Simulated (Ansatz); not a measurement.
**HfS2 (P-3m1): how far a G0W0 gap depends on its settings**

How well converged is a G0W0 gap of HfS2 built on the CdI2 prototype?

Program: Ansatz 0.2.0. G0W0, plane waves. Calculated at 0 K for a non-magnetic cell.

**1. The structure to begin with**

The cell was relaxed beforehand with r2SCAN+rVV10.

The symmetry is P-3m1 (No. 164, trigonal); a = 3.630 Å, c = 5.878 Å in the conventional setting, 22.36 Å³ an atom. Around Hf lie 6 S at 2.54 Å; around S lie 3 Hf at 2.54 Å.

Coordinates:

```
Hf S
1.0
     3.63030    0.00000    0.00000
    -1.81515    3.14393    0.00000
     0.00000    0.00000    5.87836
Hf S
1 2
Direct
  0.00000 0.00000 0.00000
  0.33333 0.66667 0.24463
  0.66667 0.33333 0.75537
```

**2. 152 empty bands, 100 eV**

Contents of input.yaml:

```yaml
crystal:
  lattice:
    - [3.6302959585, 0.0, 0.0]
    - [-1.8151479792, 3.1439285233, 0.0]
    - [0.0, 0.0, 5.8783581506]
  atoms:
    - { symbol: Hf, position: [0.0, 0.0, 0.0] }
    - { symbol: S, position: [0.3333333333, 0.6666666667, 0.2446279715] }
    - { symbol: S, position: [0.6666666667, 0.3333333333, 0.7553720285] }
kpoints:
  mp_grid: { grid: [6, 6, 4] }
hamiltonian:
  xc: pbe
scf:
  occupations: { method: fixed }
gw:
  n_empty_bands: 152
  ecut_chi: 100
  qp_bands: [v2, c2]
  qp_kpoints: band_edges
  screening: { model: contour_deformation }
```

**3. 367 empty bands, 180 eV**

Edit input.yaml of step 2 so:

```diff
@@ -16,4 +16,4 @@
 gw:
-  n_empty_bands: 152
-  ecut_chi: 100
+  n_empty_bands: 367
+  ecut_chi: 180
   qp_bands: [v2, c2]
```

**4. 713 empty bands, 260 eV**

Edit input.yaml of step 3 so:

```diff
@@ -16,4 +16,4 @@
 gw:
-  n_empty_bands: 367
-  ecut_chi: 180
+  n_empty_bands: 713
+  ecut_chi: 260
   qp_bands: [v2, c2]
```

**5. Starting from HSE06**

Edit input.yaml of step 4 so:

```diff
@@ -12,3 +12,3 @@
 hamiltonian:
-  xc: pbe
+  xc: hse06
 scf:
@@ -16,4 +16,4 @@
 gw:
-  n_empty_bands: 713
-  ecut_chi: 260
+  n_empty_bands: 367
+  ecut_chi: 180
   qp_bands: [v2, c2]
```

**6. Starting from r2SCAN**

Edit input.yaml of step 5 so:

```diff
@@ -12,3 +12,3 @@
 hamiltonian:
-  xc: hse06
+  xc: r2scan
 scf:
```

**7. Starting from PBE0**

Edit input.yaml of step 6 so:

```diff
@@ -12,3 +12,3 @@
 hamiltonian:
-  xc: r2scan
+  xc: pbe0
 scf:
```

**8. A plasmon pole in place of the full frequency dependence**

Edit input.yaml of step 7 so:

```diff
@@ -12,3 +12,3 @@
 hamiltonian:
-  xc: pbe0
+  xc: pbe
 scf:
@@ -20,2 +20,2 @@
   qp_kpoints: band_edges
-  screening: { model: contour_deformation }
+  screening: { model: godby_needs }
```

**9. A finer mesh, 12×12×4**

Edit input.yaml of step 8 so:

```diff
@@ -10,3 +10,3 @@
 kpoints:
-  mp_grid: { grid: [6, 6, 4] }
+  mp_grid: { grid: [12, 12, 4] }
 hamiltonian:
@@ -16,6 +16,6 @@
 gw:
-  n_empty_bands: 367
-  ecut_chi: 180
+  n_empty_bands: 109
+  ecut_chi: 80
   qp_bands: [v2, c2]
   qp_kpoints: band_edges
-  screening: { model: godby_needs }
+  screening: { model: contour_deformation }
```

**10. Norm-conserving pseudopotentials**

Edit input.yaml of step 9 so:

```diff
@@ -10,5 +10,6 @@
 kpoints:
-  mp_grid: { grid: [12, 12, 4] }
+  mp_grid: { grid: [6, 6, 4] }
 hamiltonian:
   xc: pbe
+  pseudopotentials: { kind: nc }
 scf:
@@ -16,4 +17,4 @@
 gw:
-  n_empty_bands: 109
-  ecut_chi: 80
+  n_empty_bands: 367
+  ecut_chi: 180
   qp_bands: [v2, c2]
```

**Question.** What will these runs give? Wanted: for each run, start; potentials; frequencies; empty bands; cutoff; Kohn-Sham gap; G0W0 gap.

**Answer**, as computed:

| start | potentials | frequencies | empty bands | cutoff (eV) | mesh | Kohn-Sham gap (eV) | G0W0 gap (eV) |
| --- | --- | --- | --- | --- | --- | --- | --- |
| PBE | PAW | full | 152 | 100 | 6×6×4 | 1.04 | 1.88 |
| PBE | PAW | full | 367 | 180 | 6×6×4 | 1.04 | 1.94 |
| PBE | PAW | full | 713 | 260 | 6×6×4 | 1.04 | 1.96 |
| HSE06 | PAW | full | 367 | 180 | 6×6×4 | 1.87 | 2.33 |
| r2SCAN | PAW | full | 367 | 180 | 6×6×4 | 1.36 | 2.15 |
| PBE0 | PAW | full | 367 | 180 | 6×6×4 | 2.56 | 2.51 |
| PBE | PAW | pole | 367 | 180 | 6×6×4 | 1.04 | 1.94 |
| PBE | PAW | full | 109 | 80 | 12×12×4 | 1.03 | 1.84 |
| PBE | NC | full | 367 | 180 | 6×6×4 | 1.07 | 1.97 |

Gaps are those on each run's own mesh.

**Reading.** With bands and cutoff raised together, from 152 bands at 100 eV to 713 at 260 eV, the gap moves by +0.09 eV, and on the last rung by +0.02 eV; extrapolated in 1/N from the last two rungs, the limit on this k mesh would lie near 2.0 eV. The starting point matters: against PBE, HSE06 gives +0.38 eV, r2SCAN gives +0.20 eV, PBE0 gives +0.57 eV. The plasmon pole changes the gap by -0.006 eV. Norm-conserving potentials change it by +0.023 eV. Spin-orbit coupling is left out.
